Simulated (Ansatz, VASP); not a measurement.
## C in VASP and in Ansatz

```xyz
2
Lattice="0.0000 1.6942 1.6942 1.7834 -0.0892 1.7834 1.7834 1.7834 -0.0892" Properties=species:S:1:pos:R:3 pbc="T T T"
C     1.7834    1.6942    1.6942
C     2.6751    2.5413    2.5413
```

Change from the starting cell: strain -0.1000 x Voigt [0, 0, 0, 1, 0, 0], atoms carried along.

Alike in both runs: task single point; functional PBE; k mesh 12 × 12 × 12; occupations gaussian, width 0.05 eV; no spin polarisation.

|  | VASP | Ansatz |
| --- | --- | --- |
| version | VASP 6.6.1 | Ansatz 0.2.0 |
| potentials or method | VASP PAW PBE potentials, release 64 (C) | scalar-relativistic, plane waves, PAW |
| plane-wave cutoff (eV) | 520 | 420 |
| valence electrons in the cell | 8 | 8 |

```csv
,VASP,Ansatz,Ansatz less VASP
gap on the k mesh at the Fermi level (eV),2.86,2.87,+0.007
least direct gap on the mesh (eV),4.04,4.05,+0.005
pressure (GPa),7.8,7.1,-0.72
largest component of the traceless stress (GPa),57.51,57.15,-0.360
rms of the force components (eV/Å),0.195,0.179,-0.0159
```

Atom by atom the forces differ by 0.016 eV/Å (rms over components).
